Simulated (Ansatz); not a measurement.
The system is BaTiO3.

```
Ba Ti O
1.0
     3.99980    0.00000    0.00000
     0.00000    3.99980    0.00000
     0.00000    0.00000    4.01800
Ba Ti O
1 1 3
Direct
  0.00000 0.00000 0.00000
  0.50000 0.50000 0.49000
  0.00000 0.50000 0.51700
  0.50000 0.00000 0.51700
  0.50000 0.50000 0.01900
```

Base run:

| Property | Result |
| --- | --- |
| Program | Ansatz 0.2.0 |
| Functional | PBE |
| Potentials or basis | Ansatz PAW |
| Cutoff | 420 eV |
| Density cutoff | 1680 eV |
| k mesh | 7 × 7 × 7 |
| Occupations | fermi-dirac, width 0.05 eV |
| Spin | no spin polarisation |
| Hubbard terms | Ti d U = 1 eV |

Its results: band gap on the k mesh 2.03 eV, indirect (least direct gap 2.20 eV); pressure 2.7 GPa; largest force 0.264 eV/Å.

Q: The run is repeated on the same cell with these changes: cutoff from 420 eV to 600 eV; density cutoff from 1680 eV to 2400 eV; hubbard terms from Ti d U = 1 eV to none; hubbard projectors from ortho-atomic (the default) to none. What comes out?

A: Band gap on the k mesh 1.93 eV, indirect (least direct gap 2.09 eV); pressure 2.4 GPa; largest force 0.311 eV/Å.

Caveats: spin-orbit coupling is left out, which moves the levels of the heavy elements; the k mesh misses the band edges, so the gap on the mesh is wider than the one along the path (some runs); odd divisions of the mesh miss points on the zone boundary, where band edges often lie, so the gap on the mesh can be too wide (some runs).

Not every run made on this cell is shown here.
